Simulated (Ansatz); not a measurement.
Runs of Ansatz 0.2.0 on MnO. The structure is cubic, space group Fm-3m (No. 225). The conventional cell has a = 4.448 Å, b = 4.448 Å, c = 4.448 Å, α = 90.00°, β = 90.00°, γ = 90.00°. Mn (site symmetry m-3m) is surrounded by 6 O at 2.22 Å. O (site symmetry m-3m) has 6 Mn at 2.22 Å as nearest neighbours. The cell is a database's computed one.

| task | level | cell | k mesh | cutoff (eV) | points for each segment of the path | mesh quality | gap on the mesh (eV) | pressure (GPa) | moment (μB) | relaxed volume (Å³/atom) |
| --- | --- | --- | --- | --- | --- | --- | --- | --- | --- | --- |
| band structure | PBEsol | as given | 10 × 10 × 10 | 420 | 14 | not flagged | none | (c) | 4.77 | - |
| relaxation of cell and atoms | PBE0 | relaxed | 5 × 5 × 5 | 420 | - | coarse | (a) | 0.0 | 5.00 | 11.06 |
| relaxation of cell and atoms | PBEsol0 | relaxed | 5 × 5 × 5 | 420 | - | coarse | (b) | 0.0 | 5.00 | 10.74 |
| band structure | r2SCAN50 | as given | 5 × 5 × 5 | 500 | 4 | coarse | 5.34 | -3.2 | 5.00 | - |
| relaxation of cell and atoms | BLYP+D3(BJ) | relaxed | 10 × 10 × 10 | 420 | - | not flagged | none | 0.0 | 4.73 | 11.05 |

Alike in all rows: potentials or basis Ansatz PAW; spin collinear, ferromagnetic start; smearing fermi-dirac 0.05 eV.

Problem. Fill in the values left out.

Solution. (a) 2.16; (b) 2.13; (c) -7.2.

Caveats: some runs use coarse meshes; a cell with one magnetic atom can't hold antiferromagnetic order, which such compounds often take; the PAW data sets come from PBE, with cores solved anew for the run's functional, which leaves a small shift of forces and pressure; the magnetic or orbital state may not be the lowest (some runs); the plane-wave basis is chosen anew once the cell has moved, so the energies of steps on either side of that aren't comparable (some runs); semilocal functionals often make such compounds metallic where correlation or magnetic order opens a gap, which also shifts bond lengths (some runs); odd divisions of the mesh miss points on the zone boundary, where band edges often lie, so the gap on the mesh can be too wide (some runs); the k mesh misses the band edges, so the gap on the mesh is wider than the one along the path (some runs).

A gap of «none» marks a metal or a gap under the smearing width.

Runs at the PBE level aren't shown here.
